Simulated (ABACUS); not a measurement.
The system is TiO2 (Anatase).

```
CELL_PARAMETERS angstrom
-1.89210 1.89210 4.75730
1.89210 -1.89210 4.75730
1.89210 1.89210 -4.75730
ATOMIC_POSITIONS crystal
Ti 0.75000 0.25000 0.50000
Ti 0.00000 0.00000 0.00000
O 0.79190 0.79190 0.00000
O 0.54190 0.04190 0.50000
O 0.95810 0.45810 0.50000
O 0.20810 0.20810 0.00000
```

Program: ABACUS 3.10.1. Alike in all runs: task single point; no spin polarisation; cell as given; smearing fermi-dirac 0.05 eV.

Task: Order these runs on this cell by their pressure, lowest first.
A. level LDA; potentials or basis GBRV ultrasoft 1.5 LDA, plane waves; k mesh 8 × 8 × 8; cutoff (eV) 544; radial cutoff of the potentials (pseudo_rcut) 10 bohr
B. level PBE; potentials or basis PseudoDojo NC SR 0.4.1 PBE standard, plane waves; k mesh 10 × 10 × 10; cutoff (eV) 1143; radial cutoff of the potentials (pseudo_rcut) 10 bohr
C. level PBEsol; potentials or basis PseudoDojo NC SR 0.4.1 PBEsol standard, plane waves; k mesh 10 × 10 × 10; cutoff (eV) 1143; radial cutoff of the potentials (pseudo_rcut) 7 bohr
D. level r2SCAN; potentials or basis SG15 ONCV 1.2 PBE, plane waves; k mesh 6 × 6 × 6; cutoff (eV) 1320; radial cutoff of the potentials (pseudo_rcut) 7 bohr

Result: A (-5.9 GPa), C (-1.6 GPa), D (0.3 GPa), B (4.6 GPa).

Caveats: there are fewer bands than atomic start orbitals, so a level may be missed at k points of high symmetry (some runs); the potentials were made for another functional, which shifts forces and pressure (some runs).

Not every run made on this cell is shown here.
